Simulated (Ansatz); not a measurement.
**Deforming Zn**

```yaml
crystal:
  lattice:
    - [2.61436, 0.00000, 0.00000]
    - [-1.30718, 2.26410, 0.00000]
    - [0.00000, 0.00000, 4.87316]
  atoms:
    - { symbol: Zn, position: [0.33333, 0.66667, 0.25000] }
    - { symbol: Zn, position: [0.66667, 0.33333, 0.75000] }
```

Atom numbers follow the list: Zn1, Zn2.

The cell is the one relaxed in the Materials Project (mp-79), not relaxed further here; entries there can be hypothetical.

All numbers below come from Ansatz 0.2.0, DFT, PBEsol, PAW with Ansatz's default frozen-core files, scalar-relativistic.

Settings: a Γ-centred 18×18×9 k mesh, Fermi–Dirac smearing of 0.03 eV, cutoff 420 eV, no spin polarisation; the PAW files were made with PBE, and the program remakes their frozen cores for this functional.

The unchanged cell is at -1.36 GPa.

In a metal, stresses and small energies carry noise from the k mesh.

x, y and z are the Cartesian axes of the cell as listed; fractional coordinates follow a strain, and an engineering shear is twice the off-diagonal strain component.

One change gave: energy change -1.9 meV/atom; stress change (xx, yy, zz, yz, xz, xy) 0.74, 0.74, -0.40, 0.00, 0.00, 0.00 GPa, compression positive. Which change was it?
A. z strained by +1 % at fixed volume
B. atom 1 (Zn) moved by (0.0354, 0.0354, 0.0000) Å
C. equal xy, yz and zx engineering shear strains of +1.5 %

A. For equal xy, yz and zx engineering shear strains of +1.5 %: energy change +1.6 meV/atom; stress change (xx, yy, zz, yz, xz, xy) 0.23, 0.47, -0.55, -0.72, -0.68, -0.94 GPa, compression positive. For atom 1 (Zn) moved by (0.0354, 0.0354, 0.0000) Å: energy change +0.4 meV/atom; stress change (xx, yy, zz, yz, xz, xy) 0.04, -0.02, 0.03, 0.00, 0.00, 0.04 GPa, compression positive; change of the force on Zn1 (-0.021, -0.022, 0.000) eV/Å.

What force constant does this one finite step give for Zn1 along its displacement (all its periodic images move with it)?

k = −ΔF·u/|u|² = 0.61 eV/Å², so the force pulls the atom back.
